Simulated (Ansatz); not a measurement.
# BeTe: the gap against volume

BeTe, F-43m, a = 5.664 Å. Ansatz: PBE, PAW, 420 eV, Γ-centred 8×8×8 mesh on 2 atoms, Gaussian smearing 0.02 eV; no spin polarisation. Symmetry fixes shape and atoms, so the cell is only scaled; x = ln(V/V0) with V0 = 22.710 Å³/atom. The gap is read at the mesh points alone.

| x | gap y (eV) |
| --- | --- |
| -0.1278 | 1.695 |
| -0.0943 | 1.789 |
| -0.0619 | 1.875 |
| -0.0305 | 1.955 |
| 0.0000 | 2.028 |
| 0.0296 | 2.096 |
| 0.0583 | 2.159 |
| 0.0953 | ? |

**Question.** Fit a straight line to the other rows, give the volume deformation potential of the gap and its pressure coefficient, and predict the missing gap. B0 = 56.4 GPa.

**Answer.** Means x = -0.03237, y = 1.9424; Σ(Δx)² = 0.02693, ΣΔxΔy = 0.06705; the slope is their ratio. y = 2.0230 + 2.4901 x. The slope is the deformation potential a = dE_g/d ln V = 2.49 eV, and dE_g/dP = −a/B0 = -44.2 meV/GPa. With a term in x² added, the coefficient of x becomes 2.353, 5 % less, which shows how far this figure hangs on the form. At x = 0.0953 the fit asked for gives 2.260 eV. The run gave 2.234 eV, so the fit is 0.026 eV too high, 4.8 % of the span of the series, against an rms of 0.007 eV on the fitted rows. The row lies outside the fitted range. With a term in x² added, a fit to the same known rows predicts 2.235 eV, so most of the miss is curvature that the known rows already hold.

Spin-orbit coupling is left out, which matters for the bands of heavy elements. Semilocal functionals give gaps under the measured ones; changes of the gap mostly carry over better.